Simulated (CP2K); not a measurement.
Crystal: NbP.

```xyz
4
Lattice="3.3498 0.0000 0.0000 0.0000 3.3498 0.0000 1.6749 -1.6749 5.7401" Properties=species:S:1:pos:R:3 pbc="T T T"
Nb    1.6749    0.0000    2.8714
Nb    1.6749    1.6749    0.0014
P     3.3498    1.6749    1.9201
P     1.6749    1.6749    4.7901
```

The cell is a database's computed one.

Program: CP2K 2026.2. Alike in all runs: task band structure; no spin polarisation; cell as given; k mesh 8 × 8 × 8.

**Question.** Order these runs on this cell by their pressure, lowest first.
A. level r2SCAN; potentials or basis POTENTIAL_UZH Nb GTH-SCAN-q13, P GTH-SCAN-q5; DZVP-MOLOPT-SCAN-GTH basis; smearing fermi-dirac 0.01 eV; EPS_DEFAULT 1.0E-9; NGRIDS 5; points a segment of the path (NPOINTS) 8; bands added on the path 2; CUTOFF of the grids 675 Ry
B. level PBEsol; potentials or basis POTENTIAL_UZH Nb GTH-PBE-q13, P GTH-PBE-q5; DZVP-MOLOPT-PBE-GTH basis; smearing fermi-dirac 0.1 eV; EPS_DEFAULT 1.0E-10; NGRIDS 4; points a segment of the path (NPOINTS) 8; bands added on the path 6; CUTOFF of the grids 450 Ry
C. level LDA; potentials or basis GTH_POTENTIALS Nb GTH-PADE-q13, P GTH-PADE-q5; DZVP-MOLOPT-PBE-GTH basis; smearing fermi-dirac 0.05 eV; EPS_DEFAULT 1.0E-10; NGRIDS 4; points a segment of the path (NPOINTS) 6; bands added on the path 6; CUTOFF of the grids 450 Ry

**Answer.** C (-9.5 GPa), B (-3.8 GPa), A (-0.1 GPa).

Caveats: the basis of atomic orbitals isn't converged, which shifts pressures, moduli and gaps; the potentials were made for another functional, which shifts forces and pressure (some runs).
